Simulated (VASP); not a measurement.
# KMgF3 (Pm-3m) in VASP: notebook

Runs on KMgF3. Level: LDA. Tasks: single point.

Program: VASP 6.6.1. These are calculated values, not measurements. Logs are shortened: lines on timing, memory, paths and dates and some standing lists are left out, and cuts for length are marked.

**1. Starting point**

Symmetry: Pm-3m, No. 221, cubic system. The conventional cell has a = 3.986 Å, b = 3.986 Å, c = 3.986 Å, α = 90.00°, β = 90.00°, γ = 90.00°. K (site symmetry m-3m) is surrounded by 12 F at 2.82 Å. Around Mg (site symmetry m-3m) lie 6 F at 1.99 Å. Around F (site symmetry 4/mmm) lie 2 Mg at 1.99 Å.

**2. Single point, LDA**

File INCAR:

```
  PREC = Accurate
  ENCUT = 520
  EDIFF = 1E-6
  ISMEAR = 0
  SIGMA = 0.05
  LREAL = False
  LASPH = True
  NELM = 80
  ALGO = Normal
  ISIF = 2
  LWAVE = False
  LCHARG = False
  NBANDS = 24
```

File KPOINTS:

```
Automatic mesh
0
Gamma
  6 6 6
```

File POSCAR:

```
KMgF3
1.0
    3.9859000000      0.0000000000      0.0000000000
    0.0000000000      3.9859000000      0.0000000000
    0.0000000000      0.0000000000      3.9859000000
K Mg F
1 1 3
Direct
    0.5000000000      0.5000000000      0.5000000000
    0.0000000000      0.0000000000      0.0000000000
    0.5000000000      0.0000000000      0.0000000000
    0.0000000000      0.5000000000      0.0000000000
    0.0000000000      0.0000000000      0.5000000000
```

Potentials or basis: VASP PAW LDA potentials, release 64 (K_sv, Mg, F).

The run is started by

```console
$ cat potpaw_LDA.64/K_sv/POTCAR potpaw_LDA.64/Mg/POTCAR potpaw_LDA.64/F/POTCAR > POTCAR
$ mpirun -np 1 vasp_std > vasp.out
```

OUTCAR:

```text
PREC = Accurate
   ENCUT = 520
   EDIFF = 1E-6
   ISMEAR = 0
   LREAL = False
   LASPH = True
   NELM = 80
   ISIF = 2

 ion  position               nearest neighbor table
   1  0.500  0.500  0.500-   3 2.82   4 2.82   5 2.82   3 2.82   4 2.82   3 2.82   5 2.82   3 2.82
                             4 2.82   5 2.82   4 2.82   5 2.82   2 3.45   2 3.45   2 3.45   2 3.45
   2  0.000  0.000  0.000-   3 1.99   4 1.99   5 1.99   5 1.99   4 1.99   3 1.99   1 3.45   1 3.45
                             1 3.45   1 3.45   1 3.45   1 3.45   1 3.45   1 3.45
   3  0.500  0.000  0.000-   2 1.99   2 1.99   1 2.82   1 2.82   1 2.82   1 2.82
   4  0.000  0.500  0.000-   2 1.99   2 1.99   1 2.82   1 2.82   1 2.82   1 2.82
   5  0.000  0.000  0.500-   2 1.99   2 1.99   1 2.82   1 2.82   1 2.82   1 2.82

  LATTYP: Found a simple cubic cell.
 ALAT       =     3.9859000000

  Lattice vectors:

 A1 = (   3.9859000000,   0.0000000000,   0.0000000000)
 A2 = (   0.0000000000,   3.9859000000,   0.0000000000)
 A3 = (   0.0000000000,   0.0000000000,   3.9859000000)

Analysis of symmetry for initial positions (statically):
=====================================================================
 Subroutine PRICEL returns:
 Original cell was already a primitive cell.

 Routine SETGRP: Setting up the symmetry group for a
 simple cubic supercell.

 Subroutine GETGRP returns: Found 48 space group operations
 (whereof 48 operations were pure point group operations)
 out of a pool of 48 trial point group operations.

The static configuration has the point symmetry O_h .

Analysis of symmetry for dynamics (positions and initial velocities):
=====================================================================
 Subroutine PRICEL returns:
 Original cell was already a primitive cell.

 Routine SETGRP: Setting up the symmetry group for a
 simple cubic supercell.

 Subroutine GETGRP returns: Found 48 space group operations
 (whereof 48 operations were pure point group operations)
 out of a pool of 48 trial point group operations.

The dynamic configuration has the point symmetry O_h .

 Subroutine INISYM returns: Found 48 space group operations
 (whereof 48 operations are pure point group operations),
 and found     1 'primitive' translations

----------------------------------------------------------------------------------------

                                     Primitive cell

  volume of cell :      63.3256

  direct lattice vectors                    reciprocal lattice vectors
     3.985900000  0.000000000  0.000000000     0.250884367  0.000000000  0.000000000
     0.000000000  3.985900000  0.000000000     0.000000000  0.250884367  0.000000000
     0.000000000  0.000000000  3.985900000     0.000000000  0.000000000  0.250884367

  length of vectors
     3.985900000  3.985900000  3.985900000     0.250884367  0.250884367  0.250884367

  position of ions in fractional coordinates (direct lattice)
     0.500000000  0.500000000  0.500000000
     0.000000000  0.000000000  0.000000000
     0.500000000  0.000000000  0.000000000
     0.000000000  0.500000000  0.000000000
     0.000000000  0.000000000  0.500000000

  ion indices of the primitive-cell ions
   primitive index   ion index
                 1           1
                 2           2
                 3           3
                 4           4
                 5           5

----------------------------------------------------------------------------------------

 KPOINTS: Automatic mesh

Automatic generation of k-mesh.
 Grid dimensions read from file:
 generate k-points for:    6    6    6

 Generating k-lattice:

  Cartesian coordinates                     Fractional coordinates (reciprocal lattice)
     0.041814061  0.000000000  0.000000000     0.166666667  0.000000000  0.000000000
     0.000000000  0.041814061  0.000000000     0.000000000  0.166666667  0.000000000
     0.000000000  0.000000000  0.041814061     0.000000000  0.000000000  0.166666667

  Length of vectors
     0.041814061  0.041814061  0.041814061

  Shift w.r.t. Gamma in fractional coordinates (k-lattice)
     0.000000000  0.000000000  0.000000000

 Subroutine IBZKPT returns following result:
 ===========================================

 Found     20 irreducible k-points:

 Following reciprocal coordinates:
            Coordinates               Weight
  0.000000  0.000000  0.000000      1.000000
  0.166667  0.000000  0.000000      6.000000
  0.333333  0.000000  0.000000      6.000000
  0.500000  0.000000  0.000000      3.000000
  0.166667  0.166667  0.000000     12.000000
  0.333333  0.166667  0.000000     24.000000
[... 12 lines left out ...]
  0.500000  0.500000  0.333333      6.000000
  0.500000  0.500000  0.500000      1.000000
   k-points           NKPTS =     20   k-points in BZ     NKDIM =     20   number of bands    NBANDS=     24
   number of dos      NEDOS =    301   number of ions     NIONS =      5
   total plane-waves  NPLWV =  27000
   dimension x,y,z NGX =    30 NGY =   30 NGZ =   30
   dimension x,y,z NGXF=    60 NGYF=   60 NGZF=   60
   ions per type =               1   1   3
   NGX,Y,Z   is equivalent  to a cutoff of  12.51, 12.51, 12.51 a.u.
   NGXF,Y,Z  is equivalent  to a cutoff of  25.03, 25.03, 25.03 a.u.
 SYSTEM =  unknown system
   PREC   = accura    normal or accurate (medium, high low for compatibility)
   ISTART =      0    job   : 0-new  1-cont  2-samecut
   ICHARG =      2    charge: 1-file 2-atom 10-const
   ISPIN  =      1    spin polarized calculation?
   LNONCOLLINEAR =      F non collinear calculations
   LSORBIT =      F    spin-orbit coupling
   LASPH  =      T    aspherical Exc in radial PAW
   ENCUT  =  520.0 eV  38.22 Ry    6.18 a.u.   7.41  7.41  7.41*2*pi/ulx,y,z
   NELM   =     80;   NELMIN=  2; NELMDL= -5     # of ELM steps
   EDIFF  = 0.1E-05   stopping-criterion for ELM
   LREAL  =      F    real-space projection
   EDIFFG = 0.1E-04   stopping-criterion for IOM
   NSW    =      0    number of steps for IOM
   IBRION =     -1    ionic relax: 0-MD 1-quasi-New 2-CG
   NFREE  =      0    steps in history (QN), initial steepest desc. (CG)
   ISIF   =      2    stress and relaxation
   ISYM   =      2    0-nonsym 1-usesym 2-fastsym
   POTIM  = 0.5000    time-step for ionic-motion
   TEBEG  =    0.0;   TEEND  =   0.0 temperature during run
   PSTRESS=    0.0 pullay stress
   NELECT =      32.0000    total number of electrons
   NUPDOWN=      -1.0000    fix difference up-down
   EMIN   =  10.00;   EMAX   =-10.00  energy-range for DOS
   EFERMI =   0.00;   METHOD = LEGACY
   ISMEAR =     0;   SIGMA  =   0.05  broadening in eV -4-tet -1-fermi 0-gaus
   EFERMI_NEDOS =   21; number of points for ismear=-14 and -15
   IALGO  =     38    algorithm
   IMIX   =      4    mixing-type and parameters
     AMIX     =   0.40;   BMIX     =  1.00
     AMIX_MAG =   1.60;   BMIX_MAG =  1.00
  volume/ion in A,a.u.               =      12.67        85.47
  Fermi-wavevector in a.u.,A,eV,Ry     =   1.303962  2.464132 23.134232  1.700318
  Thomas-Fermi vector in A             =   2.434930
   LORBIT       =      0    0 simple, 1 ext, 2 COOP (PROOUT), +10 PAW based schemes
   GGA     = CA    functional components
   LHFCALC =     F    Hartree Fock is set to
   AEXX    =    0.0000 exact exchange contribution
   IVDW    =     0    specifies the selected vdW correction
   LEPSILON=     F    determine dielectric tensor
   LRPA    =     F    only Hartree local field effects (RPA)
 non-spin polarized calculation
 Gauss-broadening in eV      SIGMA  =   0.05
  energy-cutoff  :      520.00
  volume of cell :       63.33
 maximum number of plane-waves:      1743
 NGX is ok and might be reduce to    30
   NGX = 15   NGY = 15   NGZ = 15

 number of electron      31.9999958 magnetization

 Free energy of the ion-electron system (eV)
  ---------------------------------------------------
  ext. energy  EPLUGINS =         0.00000000
  ---------------------------------------------------
  free energy    TOTEN  =       -27.06674638 eV

  energy without entropy =      -27.06674638  energy(sigma->0) =      -27.06674638

 E-fermi :  -1.7265     XC(G=0): -10.4087

 val. band max:       -1.9940994049   @ k =   0.5000   0.5000   0.5000
 cond. band min:       4.9616802131   @ k =   0.0000   0.0000   0.0000
 fundamental gap:      6.9557796180
 Fermi energy:        -1.7264579335

 k-point     1 :       0.0000    0.0000    0.0000
  band No.  band energies     occupation
      1     -27.1662      2.00000
      2     -21.7208      2.00000
      3     -21.0248      2.00000
      4     -21.0248      2.00000
      5     -10.9084      2.00000
      6     -10.9084      2.00000
[... 16 lines left out ...]
     23      11.5812      0.00000
     24      14.5070      0.00000

 k-point     2 :       0.1667    0.0000    0.0000
  band No.  band energies     occupation
      1     -27.1582      2.00000
      2     -21.6899      2.00000
      3     -21.0646      2.00000
      4     -21.0218      2.00000
      5     -10.9028      2.00000
      6     -10.8927      2.00000
[... 16 lines left out ...]
     23      11.5930      0.00000
     24      14.3991      0.00000

 k-point     3 :       0.3333    0.0000    0.0000
  band No.  band energies     occupation
      1     -27.1421      2.00000
      2     -21.6137      2.00000
      3     -21.1586      2.00000
      4     -21.0172      2.00000
      5     -10.8918      2.00000
      6     -10.8610      2.00000
[... 16 lines left out ...]
     23      11.6314      0.00000
     24      14.0570      0.00000
[... 406 lines left out ...]
 k-point    19 :       0.5000    0.5000    0.3333
  band No.  band energies     occupation
      1     -27.0996      2.00000
      2     -21.2335      2.00000
      3     -21.2251      2.00000
      4     -21.2251      2.00000
      5     -11.0838      2.00000
      6     -11.0838      2.00000
[... 16 lines left out ...]
     23      12.3913      0.00000
     24      12.3913      0.00000

 k-point    20 :       0.5000    0.5000    0.5000
  band No.  band energies     occupation
      1     -27.0958      2.00000
      2     -21.2196      2.00000
      3     -21.2196      2.00000
      4     -21.2196      2.00000
      5     -11.1155      2.00000
      6     -11.1155      2.00000
[... 16 lines left out ...]
     23      12.7361      0.00000
     24      12.7361      0.00000

------------------------ aborting loop because EDIFF is reached ----------------------------------------

  FORCE on cell =-STRESS in cart. coord.  units (eV):
  Direction    XX          YY          ZZ          XY          YZ          ZX
  --------------------------------------------------------------------------------------
  -------------------------------------------------------------------------------------
  Total       -2.0780530     -2.0780530     -2.0780530      0.0000000      0.0000000     -0.0000000
  in kB      -52.5760550    -52.5760550    -52.5760550      0.0000000      0.0000000     -0.0000000
  external PRESSURE =     -52.5760550 kB  Pullay stress =       0.0000000 kB

 VOLUME and BASIS-vectors are now :
 -----------------------------------------------------------------------------
  energy-cutoff  :      520.00
  volume of cell :       63.33
      direct lattice vectors                 reciprocal lattice vectors
     3.985900000  0.000000000  0.000000000     0.250884367  0.000000000  0.000000000
     0.000000000  3.985900000  0.000000000     0.000000000  0.250884367  0.000000000
     0.000000000  0.000000000  3.985900000     0.000000000  0.000000000  0.250884367

 POSITION                                       TOTAL-FORCE (eV/Angst)
 -----------------------------------------------------------------------------------
      1.99295      1.99295      1.99295         0.000000      0.000000      0.000000
      0.00000      0.00000      0.00000         0.000000      0.000000      0.000000
      1.99295      0.00000      0.00000         0.000000      0.000000      0.000000
      0.00000      1.99295      0.00000         0.000000      0.000000      0.000000
      0.00000      0.00000      1.99295         0.000000      0.000000      0.000000
 -----------------------------------------------------------------------------------
    total drift:                                0.000000     -0.000000      0.000000

  FREE ENERGIE OF THE ION-ELECTRON SYSTEM (eV)
  ---------------------------------------------------
  free  energy   TOTEN  =       -27.0667463758 eV

  energy  without entropy=      -27.0667463758  energy(sigma->0) =      -27.06674638
```

Wall time 13 s (1 thread of Intel Xeon Platinum 8488C (Sapphire Rapids), shared host); peak memory 0.16 GiB.

Results:

```
Free energy            : -27.0667 eV
Pressure               : -5.3 GPa
Band gap on the k mesh : 6.96 eV, indirect (least direct gap 7.28 eV)
```

Levels at points of the mesh, in eV from the valence-band top:
| k point | band 14 | band 15 | band 16 | band 17 | band 18 | band 19 |
| --- | --- | --- | --- | --- | --- | --- |
| (0.00, 0.00, 0.00) | -0.33 | -0.33 | -0.33 | 6.96 | 9.78 | 9.78 |
| (0.50, 0.00, 0.00) | -0.89 | -0.54 | -0.54 | 9.78 | 10.12 | 10.86 |
| (0.50, 0.50, 0.00) | -0.92 | -0.92 | -0.02 | 10.68 | 11.43 | 12.26 |
| (0.50, 0.50, 0.50) | 0.00 | 0.00 | 0.00 | 10.17 | 10.17 | 10.17 |

**3. Single point, LDA**

File INCAR:

```
SYSTEM = KMgF3
ALGO = Normal
EDIFF = 1E-7
ENCUT = 520
GGA = CA
ISIF = 2
ISMEAR = 0
LASPH = .True.
LCHARG = .False.
LREAL = .False.
LWAVE = .False.
NBANDS = 24
NELM = 60
PREC = Accurate
SIGMA = 0.05
```

File KPOINTS:

```
k-points
0
Gamma
  6 6 6
  0 0 0
```

POSCAR is that of step 2.

Potentials or basis: VASP PAW LDA potentials, release 64 (K_sv, Mg, F).

The run is started by

```console
$ cat potpaw_LDA.64/K_sv/POTCAR potpaw_LDA.64/Mg/POTCAR potpaw_LDA.64/F/POTCAR > POTCAR
$ mpirun -np 1 vasp_std > vasp.out
```

OUTCAR:

```text
SYSTEM = KMgF3
   EDIFF = 1E-7
   ENCUT = 520
   GGA = CA
   ISIF = 2
   ISMEAR = 0
   LASPH = .True.
   LREAL = .False.
   NELM = 60
   PREC = Accurate

 ion  position               nearest neighbor table
   1  0.500  0.500  0.500-   3 2.82   4 2.82   5 2.82   3 2.82   4 2.82   3 2.82   5 2.82   3 2.82
                             4 2.82   5 2.82   4 2.82   5 2.82   2 3.45   2 3.45   2 3.45   2 3.45
   2  0.000  0.000  0.000-   3 1.99   4 1.99   5 1.99   5 1.99   4 1.99   3 1.99   1 3.45   1 3.45
                             1 3.45   1 3.45   1 3.45   1 3.45   1 3.45   1 3.45
   3  0.500  0.000  0.000-   2 1.99   2 1.99   1 2.82   1 2.82   1 2.82   1 2.82
   4  0.000  0.500  0.000-   2 1.99   2 1.99   1 2.82   1 2.82   1 2.82   1 2.82
   5  0.000  0.000  0.500-   2 1.99   2 1.99   1 2.82   1 2.82   1 2.82   1 2.82

  LATTYP: Found a simple cubic cell.
 ALAT       =     3.9859000000

  Lattice vectors:

 A1 = (   3.9859000000,   0.0000000000,   0.0000000000)
 A2 = (   0.0000000000,   3.9859000000,   0.0000000000)
 A3 = (   0.0000000000,   0.0000000000,   3.9859000000)

Analysis of symmetry for initial positions (statically):
=====================================================================
[... 178 lines left out ...]
 cond. band min:       4.9616304255   @ k =   0.0000   0.0000   0.0000
 fundamental gap:      6.9562327005
 Fermi energy:        -1.7264657771

 k-point     1 :       0.0000    0.0000    0.0000
  band No.  band energies     occupation
      1     -27.1659      2.00000
      2     -21.7213      2.00000
      3     -21.0253      2.00000
      4     -21.0253      2.00000
      5     -10.9082      2.00000
      6     -10.9082      2.00000
[... 529 lines left out ...]
     23      12.7360      0.00000
     24      12.7360      0.00000

------------------------ aborting loop because EDIFF is reached ----------------------------------------

  FORCE on cell =-STRESS in cart. coord.  units (eV):
  Direction    XX          YY          ZZ          XY          YZ          ZX
  --------------------------------------------------------------------------------------
  -------------------------------------------------------------------------------------
  Total       -2.0665795     -2.0665795     -2.0665795     -0.0000000     -0.0000000      0.0000000
  in kB      -52.2857689    -52.2857689    -52.2857689     -0.0000000     -0.0000000      0.0000000
  external PRESSURE =     -52.2857689 kB  Pullay stress =       0.0000000 kB

 VOLUME and BASIS-vectors are now :
 -----------------------------------------------------------------------------
  energy-cutoff  :      520.00
  volume of cell :       63.33
      direct lattice vectors                 reciprocal lattice vectors
     3.985900000  0.000000000  0.000000000     0.250884367  0.000000000  0.000000000
     0.000000000  3.985900000  0.000000000     0.000000000  0.250884367  0.000000000
     0.000000000  0.000000000  3.985900000     0.000000000  0.000000000  0.250884367

 POSITION                                       TOTAL-FORCE (eV/Angst)
 -----------------------------------------------------------------------------------
      1.99295      1.99295      1.99295         0.000000      0.000000      0.000000
      0.00000      0.00000      0.00000         0.000000      0.000000      0.000000
      1.99295      0.00000      0.00000         0.000000      0.000000      0.000000
      0.00000      1.99295      0.00000         0.000000      0.000000      0.000000
      0.00000      0.00000      1.99295         0.000000      0.000000      0.000000
 -----------------------------------------------------------------------------------
    total drift:                                0.000000     -0.000000      0.000000

  FREE ENERGIE OF THE ION-ELECTRON SYSTEM (eV)
  ---------------------------------------------------
  free  energy   TOTEN  =       -27.0667462843 eV

  energy  without entropy=      -27.0667462843  energy(sigma->0) =      -27.06674628
```

OSZICAR:

```text
N       E                     dE             d eps       ncg     rms          rms(c)
DAV:   1     0.238813152083E+03    0.23881E+03   -0.16948E+04   968   0.127E+03
DAV:   2    -0.160250703101E+02   -0.25484E+03   -0.24197E+03  1176   0.355E+02
DAV:   3    -0.286915595225E+02   -0.12666E+02   -0.12591E+02  1336   0.741E+01
DAV:   4    -0.291890530117E+02   -0.49749E+00   -0.49724E+00  1304   0.979E+00
DAV:   5    -0.291936261655E+02   -0.45732E-02   -0.45730E-02  1288   0.834E-01    0.853E+00
DAV:   6    -0.271616440016E+02    0.20320E+01   -0.65286E+00  1104   0.184E+01    0.399E+00
DAV:   7    -0.271059049187E+02    0.55739E-01   -0.19927E-01  1168   0.273E+00    0.247E+00
DAV:   8    -0.270677926275E+02    0.38112E-01   -0.65610E-02  1192   0.236E+00    0.310E-01
DAV:   9    -0.270667350986E+02    0.10575E-02   -0.11522E-02  1288   0.737E-01    0.114E-01
DAV:  10    -0.270667583710E+02   -0.23272E-04   -0.99287E-04  1176   0.182E-01    0.508E-02
DAV:  11    -0.270667461102E+02    0.12261E-04   -0.82633E-05  1232   0.665E-02    0.185E-02
DAV:  12    -0.270667463766E+02   -0.26639E-06   -0.30020E-06  1296   0.123E-02    0.315E-03
DAV:  13    -0.270667462843E+02    0.92286E-07   -0.45487E-07  1184   0.519E-03
   1 F= -.27066746E+02 E0= -.27066746E+02  d E =-.210933E-15
```

Run time: 15 s. Hardware: 1 thread of Intel Xeon Platinum 8488C (Sapphire Rapids), shared host; peak memory 0.16 GiB.

What came out:

* Free energy: -27.0667 eV
* Pressure: -5.2 GPa
* Band gap on the k mesh: 6.96 eV, indirect (least direct gap 7.28 eV)
